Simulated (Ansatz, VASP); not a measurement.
# One calculation of HfO2, two programs

```
Hf O
1.0
     3.60331    0.00000    0.00000
     0.00000    3.60331    0.00000
     0.00000    0.00000    5.25063
Hf O
2 4
Direct
  0.50000 0.50000 0.50000
  0.00000 0.00000 0.00000
  0.00000 0.50000 0.69501
  0.50000 0.00000 0.80499
  0.50000 0.00000 0.30499
  0.00000 0.50000 0.19501
```

Alike in both runs: functional PBE; k mesh 6 × 6 × 4; occupations gaussian, width 0.1 eV; no spin polarisation.

Ansatz relaxed the structure, and its values are those at the end. VASP's run is a single point on that final structure, the one shown.

```csv
,VASP,Ansatz
version,VASP 6.6.1,Ansatz 0.2.0
potentials or method,"VASP PAW PBE potentials, release 64 (Hf_pv, O)","scalar-relativistic, plane waves, PAW"
plane-wave cutoff (eV),520,420
valence electrons in the cell,44,76
```

|  | VASP | Ansatz | Ansatz less VASP |
| --- | --- | --- | --- |
| gap on the k mesh at the Fermi level (eV) | 4.63 | 4.65 | +0.022 |
| least direct gap on the mesh (eV) | 4.70 | 4.72 | +0.015 |
| pressure (GPa) | -2.9 | 0.2 | +3.17 |
| rms of the force components (eV/Å) | 0.035 | 0.012 | -0.0226 |

The functional is the same, so the differences come from potentials, cutoffs and numerics. The two sets of potentials don't hold the same shells in valence.

Caveats: spin-orbit coupling is left out, which moves the levels of the heavy elements. A k mesh can miss the band edges.
